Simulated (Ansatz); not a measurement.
# HfS2: a single-point run

Wanted: a converged single-point run for HfS2, and a check of what comes out. The structure is shown as the input types it.

Program: Ansatz 0.2.0. Level of theory: DFT, LDA, all-electron LAPW, scalar-relativistic. These are calculated values, not measurements.

## 1. The starting structure

Symmetry: P-3m1, No. 164, trigonal system. Conventional cell: a = 3.640 Å, b = 3.640 Å, c = 6.056 Å, α = 90.00°, β = 90.00°, γ = 120.00°. Hf (site symmetry -3m) is surrounded by 6 S at 2.54 Å. S (site symmetry 3m) has 3 Hf at 2.54 Å as nearest neighbours.

Structure file:

```
Hf S
1.0
     3.63966    0.00000    0.00000
    -1.81983    3.15204    0.00000
     0.00000    0.00000    6.05556
Hf S
1 2
Direct
  0.00000 0.00000 0.00000
  0.66667 0.33333 0.76395
  0.33333 0.66667 0.23605
```

## 2. The run

input.yaml reads:

```yaml
crystal:
  lattice:
    - [3.63966418, 0.0, 0.0]
    - [-1.81983209, 3.1520416411, 0.0]
    - [0.0, 0.0, 6.05556247]
  atoms:
    - { symbol: Hf, position: [0.0, 0.0, 0.0] }
    - { symbol: S, position: [0.6666666667, 0.3333333333, 0.76395205] }
    - { symbol: S, position: [0.3333333333, 0.6666666667, 0.23604795] }
kpoints:
  mp_grid: { grid: [7, 7, 4] }
scf:
  occupations: { method: fixed }
  max_iter: 100
hamiltonian:
  xc: lda
  pseudopotentials: { kind: all_electron, lapw: { basis_error: 0.001 } }
output:
  forces: true
  stress: true
  eigenvalues: true
  populations: true
```

Command:

```
ansatz run input.yaml --threads 1 --pin off --max-ram 3072MiB --backend cpu --events-out ev --progress --plain --runs-dir out
```

Q: Will this input give a usable result? If not, why, and what should change?

The program finished normally. Convergence says nothing about whether the input makes sense.

Fixed occupations are right only where a gap separates filled from empty bands at every k-point. This system has one (1.07 eV on the mesh), so they are sound here.

The occupations need no remedy; a run with other occupations serves as a check.
